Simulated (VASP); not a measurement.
Wanted: the native input for a VASP 6.6.1 run.

* Task: relaxation of cell and atoms
* Functional: PBE
* Potentials or basis: VASP PAW PBE potentials, release 64 (Hg)
* Cutoff: 600 eV
* k mesh: 18 × 18 × 18
* Occupations: gaussian, width 0.1 eV
* Spin: no spin polarisation
* Dipole correction: no
* Further INCAR settings: ALGO = Normal; EDIFF = 1e-07; IBRION = 2; EDIFFG = -0.01; NSW = 100; ISIF = 3

The structure of Hg lies in POSCAR:

```
Hg
1.0
    3.0284708110      0.0000000000      0.0000000000
    0.0000000000      3.0284708110      0.0000000000
    0.0000000000      0.0000000000      3.0284708110
Hg
1
Direct
    0.5000000000      0.5000000000      0.5000000000
```

The cell was built by a generator and needn't be a form met in nature.

The cell isn't the ideal one: random cell by space group and Wyckoff sites (P4/mmm, No. 123).

The input as run:

INCAR

```
SYSTEM = Hg
PREC     = Accurate       ! precision mode
ENCUT    = 600            ! plane-wave cutoff, eV
EDIFF    = 1E-7           ! SCF threshold, eV
ISMEAR   = 0              ! smearing method
SIGMA    = 0.1            ! smearing width, eV
LREAL    = .FALSE.        ! projectors in reciprocal space
LASPH    = .TRUE.         ! aspherical terms in the spheres
NELM     = 100            ! most SCF steps
ALGO     = Normal         ! electronic algorithm
ISIF     = 3              ! what is computed and relaxed
LWAVE    = .FALSE.        ! write WAVECAR
LCHARG   = .FALSE.        ! write CHGCAR
GGA      = PE             ! functional
IBRION   = 2              ! ionic algorithm
NSW      = 100            ! ionic steps
EDIFFG   = -0.01          ! ionic threshold
```

KPOINTS

```
regular mesh
0
G
  18 18 18
  0 0 0
```

Potentials or basis: VASP PAW PBE potentials, release 64 (Hg).

Run with:

```console
$ cat potpaw_PBE.64/Hg/POTCAR > POTCAR
$ mpirun -np 1 vasp_std > vasp.out
```

Results of the run:

```json
{
  "Relaxed volume": "30.08 Å³/atom",
  "Relaxed cell": "a = 3.110 Å, b = 3.110 Å, c = 3.110 Å, α = 90.00°, β = 90.00°, γ = 90.00°",
  "Space group after relaxing (to 0.05 Å)": "Pm-3m (No. 221)",
  "Energy gained by relaxing": "10.5 meV/atom",
  "Ionic steps": "3",
  "Pressure after relaxing": "0.0 GPa",
  "Band gap on the k mesh": "none (metal or under the smearing width)"
}
```

Run time: 29 s on 1 thread of Intel(R) Xeon(R) 6975P-C (Granite Rapids), with other jobs on the host, peak memory 0.2 GiB.
